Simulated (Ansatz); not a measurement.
# MgSe: the cost of one run

Program: Ansatz 0.2.0. PAW datasets, plane waves. Computed at 0 K without zero-point motion; spin polarisation is off.

## 1. The system as given

The unstrained cell was relaxed with r2SCAN; in each strained cell the atoms were relaxed again with r2SCAN. Names of k-points are those of the unstrained zone, where strain can split equivalent points. First state: -1.0 % strain along z alone.

It is tetragonal, I4/mmm (No. 139); conventional cell a = 3.870 Å, c = 5.418 Å, 20.28 Å³ an atom. Mg has 6 Se at 2.71–2.74 Å; Se has 6 Mg at 2.71–2.74 Å.

Structure file:

```cif
data_structure
_symmetry_space_group_name_H-M 'I4/mmm'
_symmetry_Int_Tables_number 139
_cell_length_a 3.8697
_cell_length_b 3.8697
_cell_length_c 5.4178
_cell_angle_alpha 90.000
_cell_angle_beta 90.000
_cell_angle_gamma 90.000
_cell_volume 81.13
loop_
_atom_site_label
_atom_site_type_symbol
_atom_site_symmetry_multiplicity
_atom_site_Wyckoff_symbol
_atom_site_fract_x
_atom_site_fract_y
_atom_site_fract_z
_atom_site_occupancy
Mg1 Mg 2 a 0.00000 0.00000 0.00000 1
Se1 Se 2 b 0.00000 0.00000 0.50000 1
```

From earlier runs on the unstrained cell: PBE 1.80 eV, r2SCAN 2.48 eV, HSE06 2.66 eV, G0W0 2.92 eV (on its mesh); a = 5.473 Å.

## 2. -1.0 % strain along z alone: PBE

Input file input.yaml:

```yaml
crystal:
  lattice:
    - [0.0, 2.7362693763, 2.7089066825]
    - [2.7362693763, 0.0, 2.7089066825]
    - [2.7362693763, 2.7362693763, 0.0]
  atoms:
    - { symbol: Mg, position: [0.0, 0.0, 0.0] }
    - { symbol: Se, position: [0.5, 0.5, 0.5] }
kpoints:
  mp_grid: { grid: [8, 8, 8] }
  band_path:
    path:
      - [0.0, 0.0, 0.0]
      - [0.5, 0.0, 0.5]
      - [0.625, 0.25, 0.625]
      - [0.375, 0.375, 0.75]
      - [0.5, 0.5, 0.5]
      - [0.5, 0.25, 0.75]
      - [0.5, 0.5, 0.0]
    npoints: 1
hamiltonian:
  xc: pbe
scf:
  occupations: { method: fermi_dirac, width: 0.02 }
  n_extra_bands: 4
output:
  forces: true
  stress: true
  eigenvalues: true
  write_density: true
  write_potential: true
  elf: true
  volumetric_format: npy
```

Started as:

```bash
$ ansatz run input.yaml --threads 2 --pin off --max-ram 2211MiB --backend cpu --events-out ev --progress --plain --runs-dir out
```

What time and memory should one allow on 2 threads of Arm Neoverse N1, shared host?

About 3.2 s, with a peak of 0.38 GiB.
